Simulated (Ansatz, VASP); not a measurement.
# LiCl in VASP and in Ansatz

POSCAR

```
LiCl
1.0
    4.1618736679      0.0000000000      0.0000000000
   -2.0809368340      3.6042883237      0.0000000000
    0.0000000000      0.0000000000      5.2325458659
Li Cl
2 2
Direct
    0.3333333333      0.6666666667      0.2500000000
    0.6666666667      0.3333333333      0.7500000000
    0.6666666667      0.3333333333      0.2500000000
    0.3333333333      0.6666666667      0.7500000000
```

Contents of INCAR.step1:

```
ALGO     = Normal         # electronic algorithm
EDIFF    = 1E-4           # SCF threshold, eV
ENCUT    = 520            # plane-wave cutoff, eV
GGA      = PE             # functional
ISMEAR   = 0              # smearing method
LASPH    = True           # aspherical terms in the spheres
LCHARG   = False          # write CHGCAR
LREAL    = False          # projectors in reciprocal space
LWAVE    = True           # write WAVECAR
NBANDS   = 18             # bands
NELM     = 100            # most SCF steps
PREC     = Accurate       # precision mode
SIGMA    = 0.01           # smearing width, eV
```

Contents of INCAR.step2:

```
ALGO     = Normal         # electronic algorithm
EDIFF    = 1E-6           # SCF threshold, eV
ENCUT    = 520            # plane-wave cutoff, eV
ISIF     = 2              # what is computed and relaxed
ISMEAR   = 0              # smearing method
ISTART   = 1            
LASPH    = True           # aspherical terms in the spheres
LCHARG   = False          # write CHGCAR
LMIXTAU  = True         
LREAL    = False          # projectors in reciprocal space
LWAVE    = False          # write WAVECAR
METAGGA  = R2SCAN         # meta-GGA
NBANDS   = 18             # bands
NELM     = 100            # most SCF steps
PREC     = Accurate       # precision mode
SIGMA    = 0.01           # smearing width, eV
```

KPOINTS

```
k-points
0
Gamma
  6 6 4
```

Input for Ansatz:

```yaml
crystal:
  lattice:
    - [4.1618736679, 0.0, 0.0]
    - [-2.080936834, 3.6042883237, 0.0]
    - [0.0, 0.0, 5.2325458659]
  atoms:
    - { symbol: Li, position: [0.3333333333, 0.6666666667, 0.25] }
    - { symbol: Li, position: [0.6666666667, 0.3333333333, 0.75] }
    - { symbol: Cl, position: [0.6666666667, 0.3333333333, 0.25] }
    - { symbol: Cl, position: [0.3333333333, 0.6666666667, 0.75] }
kpoints:
  mp_grid: { grid: [6, 6, 4] }
hamiltonian:
  xc: r2scan
scf:
  occupations: { method: fixed }
output:
  optics: { e_range: [0, 21], de: 0.05, sigma: 0.1, bands: auto }
```

Alike in both runs: task single point; functional r2SCAN; k mesh 6 × 6 × 4; no spin polarisation.

|  | VASP | Ansatz |
| --- | --- | --- |
| version | VASP 6.6.1 | Ansatz 0.2.0 |
| potentials or method | VASP PAW PBE potentials, release 64 (Li_sv, Cl) | plane waves, PAW |
| plane-wave cutoff (eV) | 520 | 500 |
| occupations | gaussian, width 0.01 eV | fixed |
| valence electrons in the cell | 20 | 20 |

Ansatz gave:

```
gap on the k mesh at the Fermi level (eV) : 6.30
```

**Question.** What did VASP give for the same quantities?

**Answer.** gap on the k mesh at the Fermi level (eV): 6.35.

 A k mesh can miss the band edges. r2SCAN opens gaps a little over a GGA but as a rule still falls short of measured ones.
